Electronic charge in ScAl₂N₃: results and discussion

The crystal contains layers of scandium and aluminium separated by nitrogen, stacked as in rock salt so that every metal atom has six nitrogen neighbours. The cell may be a constructed or metastable form: in ordinary AlN aluminium has only four. Two ways of counting its electrons are compared here, both from one PBE calculation. A Bader charge comes from cutting space into one region per atom and counting the electrons inside; it is positive where an atom has lost electrons. The columns of s, p and d electrons instead sort the electrons by the atomic orbitals that they resemble (Loewdin populations).

Ansatz 0.2.0, scalar-relativistic PBE with PAW and plane waves: ScAl₂N₃ (P-3m1, 6-atom cell) at fixed atoms, without spin polarization, 420 eV cutoff, 12×12×4 k mesh, Gaussian smearing of 0.02 eV. The s, p and d electrons are Loewdin populations, zero for shells that the datasets lack; Bader volumes leave out near-empty space.

```
row  bader charge (e)  element  s electrons (e)  p electrons (e)  d electrons (e)  bader volume (Å³)
  1             1.799       Sc            2.288            5.982            1.774              8.240
  2             2.462       Al            0.525            1.476            0.000              3.680
  3             2.462       Al            0.525            1.476            0.000              3.680
  4            -2.140        N            1.463            4.421            0.000             13.400
  5            -2.444        N            1.448            4.534            0.000             14.420
  6            -2.140        N            1.463            4.421            0.000             13.400
```

1. Which metal gives up more charge?

Aluminium does, with a Bader charge of 2.46 e against 1.80 e for scandium. Both are written as 3+ ions in the usual chemical formula. By this count aluminium comes within a fifth of that ideal, while scandium reaches only three fifths of it. The Al–N contacts are therefore the more ionic ones in the Bader sense.

2. Why does scandium keep more, although it is the less electronegative metal?

Electronegativity alone would suggest the opposite order. What matters here is where the bonding electrons sit relative to the surface between two atoms. Two things are expected to act together. The first is size: scandium keeps filled 3s and 3p shells, and its region is more than twice as large as that of aluminium (8.24 against 3.68 Å³). It would therefore enclose more of the outer nitrogen density even if both metals were ideal 3+ ions. The second is mixing: scandium has empty 3d orbitals that mix with the filled 2p orbitals of nitrogen. These 3d orbitals are fairly compact, so the density they take up lies largely inside the scandium region. Aluminium bonds mainly through its 3s and 3p orbitals, which spread outwards into space that the Bader division gives to nitrogen.

The two counts fit this picture, but they neither prove it nor separate the two causes. The orbital count assigns about 2.0 electrons to each aluminium, yet its Bader region holds only 0.54. For scandium the orbital count is also the higher one, but by just 0.84 electrons (0.95 if its inner 3s and 3p shells are taken as full). More of the density that resembles aluminium orbitals thus appears to lie on nitrogen's side of the border.

3. Do 1.77 d electrons make scandium a d¹ or d² ion?

No. The 32 electrons of the cell fill 16 bands, exactly the number needed for the inner 3s and 3p shells of scandium and the 2s and 2p shells of three nitrogens. No filled band is left over for scandium 3d, and a gap separates the filled bands from the empty ones. The d count therefore measures how much 3d character is mixed into the nitrogen bands, together with some overlap between the orbitals used for counting. It does not count electrons that scandium keeps to itself.

4. Why is one nitrogen more negative than the other two?

The atomic positions give the answer. The nitrogen in row 5 lies between two aluminium layers and touches six Al atoms. Those in rows 4 and 6 lie between an aluminium and a scandium layer and touch three Al and three Sc. Since aluminium gives up more charge, the nitrogen surrounded by aluminium alone receives more, and its Bader region is also about 8 % larger, as expected when all its neighbours are the smaller cation.

5. Can the size of the difference be estimated?

A molecule of hydrogen fluoride is the simplest comparison: whatever charge hydrogen loses, fluorine gains through their one bond. The crystal can be treated as a network of such bonds, with each metal atom sharing its loss equally among its six nitrogen neighbours. The comparison is limited, because in HF the transfer belongs to a single bond, whereas the equal split in the crystal is an assumption. With q for the Bader charge, a nitrogen touching three Al and three Sc should carry

q(N) = −[3 q(Al) + 3 q(Sc)] / 6
= −(3 × 2.462 + 3 × 1.799) / 6 = −2.13 e

The calculation gives −2.14 e. For the nitrogen with six Al neighbours the rule gives −2.46 e, against −2.44 e found.

This agreement is less of a test than it looks. The cell is neutral, so the metal charges already fix the total on the three nitrogens. Only the difference between the two kinds of nitrogen is free, and there the rule gives 0.33 e where the calculation has 0.30 e, about 9 % too much. No constant was adjusted, but the metal charges come from the same calculation. The printed output below lists the estimates beside both ways of counting.

6. What would change if scandium were replaced by aluminium?

The rule suggests that a nitrogen becomes more negative as aluminium replaces scandium among its neighbours. With six aluminium neighbours it should approach the charge in row 5, provided that the sixfold surroundings survive. That cell was not calculated, and a real exchange would also change the bond lengths. The direction of the change is therefore better supported than its size.

7. Do these conclusions survive the other way of counting?

Only in part. In Loewdin charges the lead of aluminium over scandium shrinks from 0.66 e to 0.04 e, so the two metals look almost alike. That small lead is not well fixed: the inner 3s and 3p shells of scandium come out 0.105 electrons short of eight in this count, and taking them as full would raise it to about 0.15 e. This fits the answer to question 2: the contrast between the metals depends strongly on where the border between atoms is drawn.

The nitrogen with six Al neighbours is still the more negative one, but by only 0.10 e. Equal sharing of the Loewdin charges would explain just 0.02 e of that, so the simple rule fails here. In addition, 0.20 electrons of the cell resemble none of the orbitals used and are assigned to no atom; the count has, for example, no 4p orbital for scandium and no 3d for aluminium. In the extreme case that all of them belonged to the nitrogens in rows 4 and 6, the difference would vanish. The Loewdin order of the nitrogens is therefore weak support for the Bader order.

8. Which entries and digits can be trusted?

Rows 2 and 3 are copies of each other by symmetry, as are rows 4 and 6, so their agreement does not measure numerical error. Nor does the almost perfect neutrality of the cell: a misplaced border moves charge from one atom to its neighbour and leaves the sum unchanged. No run with a finer grid is available to show how far the charges would shift. It is prudent to quote them to one decimal, which still leaves both the metal order and the nitrogen order clear.

The zeros in the d column for aluminium and nitrogen mean that no d orbital was available for the count, not that d character was found to be absent. The s and p counts of scandium include its inner 3s and 3p shells, so they should not be compared directly with those of aluminium. For practical use, charges should be compared only within one way of counting, and neither set should be read as oxidation states.

Numerical output:

```
Bader charge of Al less that of Sc (e): 0.663
Al Bader charge as percent of formal 3+: 82.07
Sc Bader charge as percent of formal 3+: 59.97
Bader charge of N with 6 Al less N with 3 Al and 3 Sc (e): -0.304
equal-sharing estimate for N with 6 Al (e): -2.462
equal-sharing estimate for N with 3 Al and 3 Sc (e): -2.131
equal-sharing estimate of the N difference (e): -0.3315
sum of all Bader charges (e): -0.001
Electrons and charges by site:
  row  Bader electrons  Loewdin electrons  Loewdin charge  Loewdin less Bader electrons
    1            9.201              10.04           0.956                         0.843
    2            0.538              2.001           0.999                         1.463
    3            0.538              2.001           0.999                         1.463
    4             7.14              5.884          -0.884                        -1.256
    5            7.444              5.982          -0.982                        -1.462
    6             7.14              5.884          -0.884                        -1.256
Loewdin charge of Al less that of Sc (e): 0.043
Loewdin charge of N with 6 Al less mixed N (e): -0.098
equal-sharing estimate of the Loewdin N difference (e): -0.0215
electrons missed by the Loewdin projection (e): 0.204
missed electrons per mixed N if all belonged there (e): 0.102
p electrons of N with 6 Al less mixed N (e): 0.113
s electrons of N with 6 Al less mixed N (e): -0.015
Sc 4s electrons after removing the 3s semicore (e): 0.3749
filled bands from the electron count: 16
bands expected from Sc 3s 3p and N 2s 2p: 16
Bader volume of N with 6 Al over mixed N: 1.076
percent of the Bader volume held by N: 72.54
```
